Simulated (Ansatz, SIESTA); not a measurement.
## One calculation of Si, 3 ways

```xyz
4
Lattice="-3.3254 3.3254 1.9224 3.3254 -3.3254 1.9224 3.3254 3.3254 -1.9224" Properties=species:S:1:pos:R:3 pbc="T T T"
Si   -2.1363    2.1363    1.9224
Si    2.1363   -2.1363    1.9224
Si    2.1363    2.1363    1.9224
Si    1.1892    1.1892    0.0000
```

This isn't the form of Si at room conditions, which is diamond.

Alike in all runs: task band structure; functional LDA; k mesh 8 × 8 × 8; occupations fermi-dirac, width 0.05 eV; no spin polarisation; no spin-orbit coupling. LDA stands for any of its common fits. Pressure is positive in compression and, in plane waves, holds the error of the finite cutoff, which Ansatz's Pulay term estimates and takes out. Gaps are the smaller of the mesh's and the band path's.

| program and potentials | plane-wave cutoff (eV) | notes | band gap (eV) | pressure (GPa) |
| --- | --- | --- | --- | --- |
| Ansatz, Ansatz PAW | 420 | potentials made for PBE, which Ansatz adapts in part; Pulay term of +0.04 GPa included | 0.15 | -1.84 |
| SIESTA, files PseudoDojo sr-lda-0.4.1-standard, DZP (energy shift 0.003 Ry) | - | atomic basis | 0.15 | -0.97 |
| Ansatz, all-electron LAPW, scalar-relativistic | - | - | 0.15 | -1.88 |

Force on atom 1 (Si), eV/Å:

```json
{"program and potentials": "Ansatz, Ansatz PAW", "x": "-0.017", "y": "0.017", "z": "0.000"}
{"program and potentials": "SIESTA, files PseudoDojo sr-lda-0.4.1-standard, DZP (energy shift 0.003 Ry)", "x": "-0.016", "y": "0.016", "z": "0.000"}
{"program and potentials": "Ansatz, all-electron LAPW, scalar-relativistic", "x": "-0.017", "y": "0.017", "z": "0.000"}
```

All agree on the band gap. The pressure spans -1.88 (Ansatz, all-electron LAPW, scalar-relativistic) to -0.97 GPa (SIESTA, files PseudoDojo sr-lda-0.4.1-standard, DZP (energy shift 0.003 Ry)), with all-electron results at -1.88. Rows in atomic bases carry the error of their basis and grid, which can be large.

Differences between rows come from potentials, basis sets and numerical settings, since the functional is the same but for its coding. Runs on potential files found faulty are left out.
